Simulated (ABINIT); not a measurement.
Crystal: NiO.

```
CELL_PARAMETERS angstrom
0.00000 2.08590 2.08590
2.08590 0.00000 2.08590
2.08590 2.08590 0.00000
ATOMIC_POSITIONS crystal
Ni 0.00000 0.00000 0.00000
O 0.50000 0.50000 0.50000
```

Base run:

* Program: ABINIT 10.8.3 (patched build)
* Functional: LDA
* Potentials or basis: JTH PAW LDA v2.0
* Cutoff: 816 eV
* k mesh: 9 × 9 × 9
* Occupations: fermi-dirac, width 0.05 eV
* Spin: collinear spin, ferromagnetic start
* Starting moments: [1.0, 0.0] μB

Its results: band gap on the k mesh none (metal or under the smearing width); net moment 0.00 μB per cell.

**Question.** After a change of settings the same cell gave: band gap on the k mesh none (metal or under the smearing width); net moment 1.37 μB per cell; site moments Ni +1.10; O +0.21 μB. Which change was it?
A. functional from LDA to PBEsol; potentials or basis from JTH PAW LDA v2.0 to JTH PAW PBE v2.0
B. k mesh from 9 × 9 × 9 to 7 × 7 × 7
C. k mesh from 9 × 9 × 9 to 4 × 4 × 4

**Answer.** C.

Caveats: some runs use coarse meshes; small starting moments can end in a higher magnetic state in this program; semilocal functionals often make such compounds metallic where correlation or magnetic order opens a gap, which also shifts bond lengths; a cell with one magnetic atom can't hold antiferromagnetic order, which such compounds often take (some runs).
